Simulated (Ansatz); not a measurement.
**Ga (Gallium): further runs on the relaxed cell**

This session takes Ga (Gallium) and sets out to relax it again with other functionals.

Method: DFT PBE, scalar-relativistic, plane waves, PAW, unless a step's input says otherwise, in Ansatz 0.2.0.

1 further run of the same task is left out (set aside as unsound or not needed).

## 1. Starting point

It takes space group C2/c (No. 15, monoclinic). The conventional cell has a = 2.808 Å, b = 8.060 Å, c = 3.391 Å, α = 90.00°, β = 93.00°, γ = 90.00°. Around Ga (site symmetry 2) lie 8 Ga at 2.75 to 2.93 Å.

As a file:

```
Ga
1.0
     1.40397   -4.02978   -0.01212
     1.40397    4.02978   -0.01212
    -0.14841    0.00000    3.38747
Ga
2
Direct
  0.86595 0.13405 0.25000
  0.13405 0.86595 0.75000
```

It is the result of an earlier relaxation at this level (volume 19.16 Å³/atom; gap on the mesh: none (metal)).

## 2. Relaxing with PBEsol

File input.yaml:

```yaml
crystal:
  lattice:
    - [1.4039708263, -4.0297820902, -0.0121211539]
    - [1.4039708263, 4.0297820902, -0.0121211539]
    - [-0.1484131913, 0.0, 3.3874659204]
  atoms:
    - { symbol: Ga, position: [0.8659499695, 0.1340500305, 0.25] }
    - { symbol: Ga, position: [0.1340500305, 0.8659499695, 0.75] }
basis:
  ecutwfc: 420
kpoints:
  mp_grid: { grid: [16, 16, 12] }
hamiltonian:
  xc: pbesol
scf:
  occupations: { method: gaussian, width: 0.1 }
output:
  forces: true
  stress: true
  eigenvalues: true
relax:
  adjacent_minimum: "off"
  f_tol: 0.005
  max_steps: 50
  cell: { stress_tol: 0.05 }
```

Launch:

```
> ansatz run input.yaml --threads 1 --pin off --max-ram 2560MiB --backend cpu --events-out ev --progress --plain --runs-dir out
```

## 3. Relaxing with PBE+D3(BJ)

Changes to input.yaml since step 2:

```diff
@@ -13,3 +13,4 @@
 hamiltonian:
-  xc: pbesol
+  xc: pbe
+  dispersion: d3bj
 scf:
@@ -20,2 +21,6 @@
   eigenvalues: true
+  write_density: true
+  write_potential: true
+  elf: true
+  volumetric_format: npy
 relax:
```

## 4. The cell under LDA

Changes to input.yaml since step 3:

```diff
@@ -13,4 +13,3 @@
 hamiltonian:
-  xc: pbe
-  dispersion: d3bj
+  xc: lda
 scf:
@@ -21,6 +20,2 @@
   eigenvalues: true
-  write_density: true
-  write_potential: true
-  elf: true
-  volumetric_format: npy
 relax:
```

## 5. The cell under r2SCAN

Changes to input.yaml since step 4:

```diff
@@ -9,3 +9,3 @@
 basis:
-  ecutwfc: 420
+  ecutwfc: 500
 kpoints:
@@ -13,3 +13,3 @@
 hamiltonian:
-  xc: lda
+  xc: r2scan
 scf:
```

(Steps that only read results are left out.)

Q: Predict the outcome of this session.

**Answer**, as computed:

The volumes rise in the order LDA, PBEsol, r2SCAN, PBE+D3(BJ), PBE, over 10.8 %. PBE+D3(BJ) comes nearest to the reported cell (-2.0 %), which holds thermal expansion that these runs lack.
